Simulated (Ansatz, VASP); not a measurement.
# Sc: VASP beside Ansatz

```
Sc
1.0
     2.09645    0.00000    0.00000
     0.00000    2.09645    0.00000
     0.00000    0.00000    2.09645
Sc
1
Cartesian
  0.0000 0.0000 0.0000
```

Change from the starting cell: volume scaled by 0.4, LAPW.

Alike in both runs: task single point; functional LDA; k mesh 15 × 15 × 15; occupations fermi-dirac, width 0.05 eV; no spin polarisation.

```csv
,VASP,Ansatz
version,VASP 6.6.1,Ansatz 0.2.0
potentials or method,"VASP PAW LDA potentials, release 64 (Sc_sv), cutoff 520 eV","all-electron LAPW, scalar-relativistic"
```

|  | VASP | Ansatz | Ansatz less VASP |
| --- | --- | --- | --- |
| pressure (GPa) | 198.6 | 186.8 | -11.78 |

Ansatz ran all-electron here, so the differences hold the error of VASP's frozen core and of both bases.

Caveats: the cell as given lies far from equilibrium; so large a pressure means that the cell lies far from this level's equilibrium, or that cutoff or potentials fall short (VASP).
